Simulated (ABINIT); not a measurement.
Write the native input for ABINIT 10.8.3 (patched build) that does the following.

```yaml
Task: single point
Functional: PBE
Potentials_or_basis: JTH PAW PBE v2.0
Cutoff: 599 eV
k_mesh: 6 × 6 × 6
Occupations: fermi-dirac, width 0.05 eV
Spin: no spin polarisation
Fine-grid_cutoff: 1197.3 eV
Exchange_and_correlation_inside_the_PAW_spheres: full angular mesh (pawxcdev 0, this build's default; the released program takes 1)
```

CdS (Hawleyite):

```xyz
2
Lattice="0.0000 2.9165 2.9165 2.9165 0.0000 2.9165 2.9165 2.9165 0.0000" Properties=species:S:1:pos:R:3 pbc="T T T"
Cd    0.0000    0.0000    0.0000
S     4.3748    4.3748    4.3748
```

One way to write it, as run:

run.abi

```
# Pseudopotentials
pp_dirpath "./"
pseudos "Cd.GGA_PBE-JTH.xml, S.GGA_PBE-JTH.xml"

# Structure
acell 4.1245538547 4.1245538547 4.1245538547 Angstrom
rprim
     0.0000000000     0.7071067812     0.7071067812
     0.7071067812     0.0000000000     0.7071067812
     0.7071067812     0.7071067812     0.0000000000
ntypat 2
znucl 48 16
natom 2
typat 1 2
xred
     0.0000000000     0.0000000000     0.0000000000
     0.7500000000     0.7500000000     0.7500000000

# Plane-wave basis
ecut 22.0
pawecutdg 44.0

# k points
kptopt 1
ngkpt 6 6 6
nshiftk 1
shiftk 0.0 0.0 0.0

# Exchange and correlation
ixc 11

# Bands and occupations
nband 13
occopt 3
tsmear 0.00183747

# SCF cycle
nstep 100
tolvrs 1.0e-9

# Output
iomode 3
prtwf 0
prtden 0
prteig 0
prtebands 0
enunit 1
```

Potentials or basis: JTH PAW PBE v2.0.

Run with:

```console
$ abinit run.abi > log 2>&1
```

Results of the run:

| Quantity | Value |
| --- | --- |
| Pressure | 2.9 GPa |
| Band gap on the k mesh | 1.12 eV, direct |
| Valence electrons inside the program's atomic spheres | Cd 10.48; S 3.59 |

Wall time 18 s on 1 thread of Arm Neoverse V2, with other jobs on the host, peak memory 0.12 GiB.
